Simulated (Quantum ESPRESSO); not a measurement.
MoS2: dielectric tensor and Born charges under several settings

```xyz
3
Lattice="3.1841 0.0000 0.0000 -1.5921 2.7575 0.0000 0.0000 0.0000 17.3346" Properties=species:S:1:pos:R:3 pbc="T T T"
Mo    0.0000    0.0000    0.0000
S     0.0000    1.8384   15.7833
S     0.0000    1.8384    1.5513
```

All runs used Quantum ESPRESSO 7.5; potentials GBRV 1.5 LDA; given cell; no spin polarisation; cutoff 612 eV; occupations smeared at first, fixed for the response.

| level | k mesh (s: shifted) | ε∞ (diagonal) | Born charge of atom 1 (e) | sum of the Born charges (e) |
| --- | --- | --- | --- | --- |
| LDA | 6 × 6 × 1 | ? | ? | ? |
| LDA | 8 × 8 × 2 | 6.05, 6.05, 1.42 | -0.75 | -0.01 |
| LDA | 10 × 10 × 2 | 6.01, 6.01, 1.42 | -0.75 | 0.00 |

What stands in the row left open?

ε∞ 6.28, 6.28, 1.42; Born charge of atom 1 -0.79 e; sum of the Born charges -0.03 e.

Caveats: on a mesh that holds Γ this program's dielectric tensor can be off by some percent beyond the error of the mesh.

For the row left open. Caveat: the k mesh is coarse; the mesh is thin for the dielectric tensor, Born charges and intensities, which usually come out too large; on a mesh that holds Γ this program's dielectric tensor can be off by some percent beyond the error of the mesh.
